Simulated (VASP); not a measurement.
Input of a VASP 6.6.1 run:

INCAR

```
PREC = Accurate
ENCUT = 600
EDIFF = 1E-6
ISMEAR = 0
SIGMA = 0.03
LREAL = F
LASPH = T
NELM = 80
ALGO = Normal
ISIF = 3
LWAVE = F
LCHARG = F
GGA = PS
IBRION = 2
NSW = 90
EDIFFG = -0.01
KPAR = 2
```

The input KPOINTS:

```
regular mesh
0
Gamma
  12 12 12
```

The input POSCAR:

```
CdO
1.0
    0.0000000000      2.3495000000      2.3495000000
    2.3495000000      0.0000000000      2.3495000000
    2.3495000000      2.3495000000      0.0000000000
Cd O
1 1
Direct
    0.0000000000      0.0000000000      0.0000000000
    0.5000000000      0.5000000000      0.5000000000
```

Potentials or basis: VASP PAW PBE potentials, release 64 (Cd, O).

Command:

```console
$ cat potpaw_PBE.64/Cd/POTCAR potpaw_PBE.64/O/POTCAR > POTCAR
$ mpirun -np 2 vasp_std > vasp.out
```

**Question.** What does it give for the relaxed volume?

**Answer.** 13.02 Å³/atom.

**Question.** Estimate the relaxed cell.

**Answer.** a = 3.327 Å, b = 3.327 Å, c = 3.327 Å, α = 60.00°, β = 60.00°, γ = 60.00°.

**Question.** Predict the space group after relaxing (to 0.05 Å).

**Answer.** Fm-3m (No. 225).

**Question.** Estimate the band gap on the k mesh.

**Answer.** None (metal or under the smearing width).

Step by step:
```
step  energy change (eV)  largest force (eV/Å)  pressure (GPa)  volume (Å³)
   1              0.0000                0.0000            0.53        25.94
   2             -0.0001                0.0000           -0.36        26.10
   3             -0.0002                0.0000            0.00        26.04
```

Caveat: the PAW data sets were made with another functional, which shifts forces and pressure a little; this crystal is a semiconductor, whose small gap the functional closes, so the metal is an error of the method.
